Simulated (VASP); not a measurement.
# Ce (Fm-3m) in VASP: further runs

One crystal, Ce, is run at these levels: r2SCAN; tasks: single point.

Program: VASP 6.6.1. These are calculated values, not measurements. Logs are shortened: lines on timing, memory, paths and dates and some standing lists are left out, and cuts for length are marked.

## (1) The crystal as given

The structure is cubic, space group Fm-3m (No. 225). The conventional cell has a = 5.161 Å, b = 5.161 Å, c = 5.161 Å, α = 90.00°, β = 90.00°, γ = 90.00°. Around Ce (site symmetry m-3m) lie 12 Ce at 3.65 Å.

## (2) Single point, r2SCAN, collinear spin, ferromagnetic start

File INCAR:

```
  PREC = Accurate
  ENCUT = 300
  EDIFF = 1E-6
  ISMEAR = 1
  SIGMA = 0.15
  LREAL = False
  LASPH = True
  NELM = 100
  ALGO = Normal
  ISIF = 2
  LWAVE = False
  LCHARG = False
  ISPIN = 2
  MAGMOM = 1
  LORBIT = 11
  LMAXMIX = 6
  METAGGA = R2SCAN
  LMIXTAU = True
  NBANDS = 16
  ADDGRID = False
```

File KPOINTS:

```
Automatic mesh
0
Gamma
  5 5 5
```

File POSCAR:

```
Ce
1.0
    0.0000000000      2.5806000000      2.5806000000
    2.5806000000      0.0000000000      2.5806000000
    2.5806000000      2.5806000000      0.0000000000
Ce
1
Direct
    0.0000000000      0.0000000000      0.0000000000
```

Potentials or basis: VASP PAW PBE potentials, release 64 (Ce).

Launch:

```bash
$ cat potpaw_PBE.64/Ce/POTCAR > POTCAR
$ mpirun -np 1 vasp_std > vasp.out
```

OUTCAR:

```text
PREC = Accurate
   ENCUT = 300
   EDIFF = 1E-6
   ISMEAR = 1
   LREAL = False
   LASPH = True
   NELM = 100
   ISIF = 2
   ISPIN = 2
   LORBIT = 11
   METAGGA = R2SCAN

 Found     10 irreducible k-points:

 Following reciprocal coordinates:
            Coordinates               Weight
  0.000000  0.000000  0.000000      1.000000
  0.200000  0.000000  0.000000      8.000000
  0.400000  0.000000  0.000000      8.000000
  0.200000  0.200000  0.000000      6.000000
  0.400000  0.200000  0.000000     24.000000
 -0.400000  0.200000  0.000000     24.000000
   k-points           NKPTS =     10   k-points in BZ     NKDIM =     10   number of bands    NBANDS=     16
   number of dos      NEDOS =    301   number of ions     NIONS =      1
   total plane-waves  NPLWV =  13824
   dimension x,y,z NGX =    24 NGY =   24 NGZ =   24
   dimension x,y,z NGXF=    48 NGYF=   48 NGZF=   48
   ions per type =               1
   NGX,Y,Z   is equivalent  to a cutoff of  10.93, 10.93, 10.93 a.u.
   NGXF,Y,Z  is equivalent  to a cutoff of  21.87, 21.87, 21.87 a.u.
 SYSTEM =  unknown system
   PREC   = accura    normal or accurate (medium, high low for compatibility)
   ISTART =      0    job   : 0-new  1-cont  2-samecut
   ICHARG =      2    charge: 1-file 2-atom 10-const
   ISPIN  =      2    spin polarized calculation?
   LNONCOLLINEAR =      F non collinear calculations
   LSORBIT =      F    spin-orbit coupling
   LASPH  =      T    aspherical Exc in radial PAW
   ENCUT  =  300.0 eV  22.05 Ry    4.70 a.u.   5.15  5.15  5.15*2*pi/ulx,y,z
   NELM   =    100;   NELMIN=  2; NELMDL= -5     # of ELM steps
   EDIFF  = 0.1E-05   stopping-criterion for ELM
   LREAL  =      F    real-space projection
   EDIFFG = 0.1E-04   stopping-criterion for IOM
   NSW    =      0    number of steps for IOM
   IBRION =     -1    ionic relax: 0-MD 1-quasi-New 2-CG
   NFREE  =      0    steps in history (QN), initial steepest desc. (CG)
   ISIF   =      2    stress and relaxation
   ISYM   =      2    0-nonsym 1-usesym 2-fastsym
   POTIM  = 0.5000    time-step for ionic-motion
   TEBEG  =    0.0;   TEEND  =   0.0 temperature during run
   PSTRESS=    0.0 pullay stress
   NELECT =      12.0000    total number of electrons
   NUPDOWN=      -1.0000    fix difference up-down
   EMIN   =  10.00;   EMAX   =-10.00  energy-range for DOS
   EFERMI =   0.00;   METHOD = LEGACY
   ISMEAR =     1;   SIGMA  =   0.15  broadening in eV -4-tet -1-fermi 0-gaus
   EFERMI_NEDOS =   21; number of points for ismear=-14 and -15
   IALGO  =     38    algorithm
   IMIX   =      4    mixing-type and parameters
     AMIX     =   0.40;   BMIX     =  1.00
     AMIX_MAG =   1.60;   BMIX_MAG =  1.00
  volume/ion in A,a.u.               =      34.37       231.95
  Fermi-wavevector in a.u.,A,eV,Ry     =   1.152757  2.178395 18.080094  1.328849
  Thomas-Fermi vector in A             =   2.289406
   LORBIT       =     11    0 simple, 1 ext, 2 COOP (PROOUT), +10 PAW based schemes
   METAGGA = R2SCAN    functional components
   LHFCALC =     F    Hartree Fock is set to
   AEXX    =    0.0000 exact exchange contribution
   IVDW    =     0    specifies the selected vdW correction
   LEPSILON=     F    determine dielectric tensor
   LRPA    =     F    only Hartree local field effects (RPA)
 spin polarized calculation
 Methfessel and Paxton  Order N= 1 SIGMA  =   0.15
  energy-cutoff  :      300.00
  volume of cell :       34.37
 maximum number of plane-waves:       411
 NGX is ok and might be reduce to    24
   NGX = 11   NGY = 11   NGZ = 11

 number of electron      11.9999999 magnetization      -0.0016335

 number of electron      11.9999999 magnetization       0.0000581

 Free energy of the ion-electron system (eV)
  ---------------------------------------------------
  ext. energy  EPLUGINS =         0.00000000
  ---------------------------------------------------
  free energy    TOTEN  =       -30.57365651 eV

  energy without entropy =      -30.58282317  energy(sigma->0) =      -30.57671207

 E-fermi :   6.8386     XC(G=0): -10.7706

 val. band max:        6.7146342063   @ k =   0.0000   0.0000   0.0000
 cond. band min:       6.8597426302   @ k =  -0.2000   0.2000   0.0000
 fundamental gap:      0.1451084238
 Fermi energy:         6.8385561778

 spin component 1

 k-point     1 :       0.0000    0.0000    0.0000
  band No.  band energies     occupation
      1     -29.1456      1.00000
      2     -10.6715      1.00000
      3     -10.6715      1.00000
      4     -10.6715      1.00000
      5       3.5340      1.00000
      6       6.7146      0.99644
[... 8 lines left out ...]
     15       8.6867     -0.00000
     16      11.2849      0.00000
[... 77 lines left out ...]
 k-point     6 :      -0.4000    0.2000    0.0000
  band No.  band energies     occupation
      1     -28.9020      1.00000
      2     -11.9498      1.00000
      3     -11.2407      1.00000
      4     -10.9270      1.00000
      5       5.9947      1.00000
      6       6.6001      1.02353
[... 8 lines left out ...]
     15       9.6161     -0.00000
     16      12.6005      0.00000

 [... further k-points ...]

 spin component 2

 k-point     1 :       0.0000    0.0000    0.0000
  band No.  band energies     occupation
      1     -29.1455      1.00000
      2     -10.6715      1.00000
      3     -10.6715      1.00000
      4     -10.6715      1.00000
      5       3.5338      1.00000
      6       6.7146      0.99655
[... 8 lines left out ...]
     15       8.6866     -0.00000
     16      11.2850      0.00000
[... 77 lines left out ...]
 k-point     6 :      -0.4000    0.2000    0.0000
  band No.  band energies     occupation
      1     -28.9019      1.00000
      2     -11.9498      1.00000
      3     -11.2406      1.00000
      4     -10.9269      1.00000
      5       5.9945      1.00000
      6       6.6002      1.02358
[... 8 lines left out ...]
     15       9.6162     -0.00000
     16      12.6005      0.00000

 [... further k-points ...]
[... 5 lines left out ...]
  --------------------------------------------------------------------------------------
  -------------------------------------------------------------------------------------
  Total       -1.5001147     -1.5001147     -1.5001147      0.0000000      0.0000000      0.0000000
  in kB      -69.9266905    -69.9266905    -69.9266905      0.0000000      0.0000000      0.0000000
  external PRESSURE =     -69.9266905 kB  Pullay stress =       0.0000000 kB

 VOLUME and BASIS-vectors are now :
 -----------------------------------------------------------------------------
  energy-cutoff  :      300.00
  volume of cell :       34.37
      direct lattice vectors                 reciprocal lattice vectors
     0.000000000  2.580600000  2.580600000    -0.193753391  0.193753391  0.193753391
     2.580600000  0.000000000  2.580600000     0.193753391 -0.193753391  0.193753391
     2.580600000  2.580600000  0.000000000     0.193753391  0.193753391 -0.193753391

 POSITION                                       TOTAL-FORCE (eV/Angst)
 -----------------------------------------------------------------------------------
      0.00000      0.00000      0.00000         0.000000      0.000000      0.000000
 -----------------------------------------------------------------------------------
    total drift:                               -0.000000      0.000000     -0.000000

  FREE ENERGIE OF THE ION-ELECTRON SYSTEM (eV)
  ---------------------------------------------------
  free  energy   TOTEN  =       -30.5736565147 eV

  energy  without entropy=      -30.5828231740  energy(sigma->0) =      -30.57671207

 total charge

# of ion       s       p       d       f       tot
--------------------------------------------------
    1        2.097   5.647   0.998   0.927   9.669

 magnetization (x)

# of ion       s       p       d       f       tot
--------------------------------------------------
    1        0.000  -0.000  -0.000   0.000   0.000
```

OSZICAR:

```text
N       E                     dE             d eps       ncg     rms          rms(c)
DAV:   1     0.505313520978E+02    0.50531E+02   -0.33051E+03   648   0.550E+02
[... 22 lines left out ...]
DAV:  24    -0.305736009041E+02    0.12638E-04   -0.28572E-04   872   0.133E-01    0.388E-02
DAV:  25    -0.305736285174E+02   -0.27613E-04   -0.17143E-05   816   0.357E-02    0.361E-02
DAV:  26    -0.305736468289E+02   -0.18312E-04   -0.23738E-04   904   0.126E-01    0.165E-02
DAV:  27    -0.305736576667E+02   -0.10838E-04   -0.99576E-06   808   0.237E-02    0.147E-02
DAV:  28    -0.305736551301E+02    0.25366E-05   -0.15410E-05   880   0.309E-02    0.619E-03
DAV:  29    -0.305736564992E+02   -0.13691E-05   -0.17376E-06   528   0.105E-02    0.220E-03
DAV:  30    -0.305736565147E+02   -0.15531E-07   -0.56334E-07   320   0.676E-03
   1 F= -.30573657E+02 E0= -.30576712E+02  d E =0.916666E-02  mag=    -0.0001
```

stdout:

```text
POSCAR found type information on POSCAR Ce
 POSCAR found :  1 types and       1 ions
 scaLAPACK will be used
 -----------------------------------------------------------------------------
|                                                                             |
|                                                                             |
|     You enforced a specific xc type in the INCAR file but a different       |
|     I HOPE YOU KNOW WHAT YOU ARE DOING!                                     |
|                                                                             |
 -----------------------------------------------------------------------------

 LDA part: xc-table for (None), standard interpolation
 POSCAR, INCAR and KPOINTS ok, starting setup
 FFT: planning ... GRIDC
 FFT: planning ... GRID_SOFT
 FFT: planning ... GRID
 WAVECAR not read
 entering main loop
```

Wall time 40 s (1 thread of AMD EPYC 9R45 (Zen 5), shared host); peak memory 0.13 GiB.

These settings aren't checked as converged: the numbers below hold their error.

What came out:

- Free energy: -30.5737 eV
- Band gap on the k mesh: none (metal or under the smearing width)
- Net moment: 0.00 μB per cell
- Valence electrons inside the program's atomic spheres: Ce 9.67

Caveat: the k mesh is coarse (spacing up to 0.42 Å⁻¹), so the values aren't converged; the cutoff is under 1.25 times the usual one of these potentials, so pressure, stress and relaxed cells hold a basis-set (Pulay) error; the magnetic or orbital state may not be the lowest; the PAW data sets were made with another functional, which shifts forces and pressure a little; spin-orbit coupling is left out, which moves the levels of the heavy elements.

(Part 1 of 2 ends here.)
